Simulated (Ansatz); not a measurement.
Wanted: the native input for an Ansatz 0.2.0 run.

- Task: elastic constants
- Functional: PBE
- Potentials or basis: Ansatz PAW
- Cutoff: 420 eV (not typed: the program's choice for these potentials)
- k mesh: 7 × 7 × 4
- Occupations: fixed
- Spin: no spin polarisation
- Atoms under strain: relaxed

ZnO (zincite):

```xyz
4
Lattice="3.2493 0.0000 0.0000 -1.6247 2.8140 0.0000 0.0000 0.0000 5.2057" Properties=species:S:1:pos:R:3 pbc="T T T"
Zn    1.6247    0.9380    0.0000
Zn    0.0000    1.8760    2.6029
O     0.0000    1.8760    4.5759
O     1.6247    0.9380    1.9730
```

One way to write it, as run:

input.yaml

```yaml
crystal:
  lattice:
    - [3.249308, 0.0, 0.0]
    - [-1.624654, 2.8139832727, 0.0]
    - [0.0, 0.0, 5.205709]
  atoms:
    - { symbol: Zn, position: [0.6666666667, 0.3333333333, 0.0] }
    - { symbol: Zn, position: [0.3333333333, 0.6666666667, 0.5] }
    - { symbol: O, position: [0.3333333333, 0.6666666667, 0.87901] }
    - { symbol: O, position: [0.6666666667, 0.3333333333, 0.37901] }
hamiltonian:
  xc: pbe
  pseudopotentials: { kind: paw }
kpoints:
  mp_grid: { grid: [7, 7, 4] }
scf:
  occupations: { method: fixed }
output:
  forces: true
  stress: true
elastic:
  mode: relaxed_ion
  stencil: two_point
```

Potentials or basis: Ansatz PAW.

The run is started by

```console
$ ansatz run input.yaml --threads 2 --pin off --max-ram 5632MiB --backend cpu --events-out ev --progress --plain --runs-dir out
```

Results of the run:

| Property | Result |
| --- | --- |
| Pressure | 4.9 GPa |
| Band gap on the k mesh | 0.80 eV, direct |
| Elastic constants C11, C12, C44 | 206, 132, 34 GPa |
| Voigt bulk modulus | 150 GPa |

Caveat: the cell is more than 3 GPa from zero pressure, which shifts response properties; odd divisions of the mesh miss points on the zone boundary, where band edges often lie, so the gap on the mesh can be too wide; the pressure holds a Pulay correction of +0.7 GPa for the finite cutoff.

Run time: 2.3 min on 2 threads of Intel(R) Xeon(R) Processor @ 2.50GHz (Skylake/Cascade Lake), on a shared host, peak memory 0.42 GiB.
